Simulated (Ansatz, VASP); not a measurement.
# Two plane-wave programs on Ge

File INCAR:

```
ALGO = Normal ; EDIFF = 1E-6
ENCUT = 520 ; ISIF = 2
ISMEAR = 0 ; LASPH = True
LCHARG = False ; LREAL = False
LWAVE = False ; NBANDS = 21
NELM = 80 ; PREC = Accurate
SIGMA = 0.15
```

Contents of KPOINTS:

```
k-points
0
Gamma
  14 14 14
```

File POSCAR:

```
Ge
1.0
    0.0000000000      2.8004823000      2.8287700000
    2.8287700000      0.0000000000      2.8287700000
    2.8287700000      2.8004823000      0.0000000000
Ge
2
Direct
    0.5000000000      0.5000000000      0.5000000000
    0.7500000000      0.7500000000      0.7500000000
```

Input for Ansatz:

```yaml
crystal:
  lattice:
    - [0.0, 2.8004823, 2.82877]
    - [2.82877, 0.0, 2.82877]
    - [2.82877, 2.8004823, 0.0]
  atoms:
    - { symbol: Ge, position: [0.5, 0.5, 0.5] }
    - { symbol: Ge, position: [0.75, 0.75, 0.75] }
basis:
  ecutwfc: 420
kpoints:
  mp_grid: { grid: [14, 14, 14] }
hamiltonian:
  xc: lda
scf:
  occupations: { method: gaussian, width: 0.15 }
output:
  forces: true
  stress: true
  eigenvalues: true
```

Change from the starting cell: strain -0.0100 x Voigt [0, 1, 0, 0, 0, 0], atoms carried along.

Alike in both runs: task single point; functional LDA; k mesh 14 × 14 × 14; occupations gaussian, width 0.15 eV; no spin polarisation.

```csv
,VASP,Ansatz
version,VASP 6.6.1,Ansatz 0.2.0
potentials or method,"VASP PAW LDA potentials, release 64 (Ge_d)","scalar-relativistic, plane waves, PAW"
plane-wave cutoff (eV),520,420
valence electrons in the cell,28,28
```

```tsv
	VASP	Ansatz	Ansatz less VASP
gap on the k mesh at the Fermi level (eV)	0.08	0.08	0.000
least direct gap on the mesh (eV)	0.08	0.08	0.000
pressure (GPa)	-0.4	-0.6	-0.21
largest component of the traceless stress (GPa)	0.49	0.48	-0.003
```
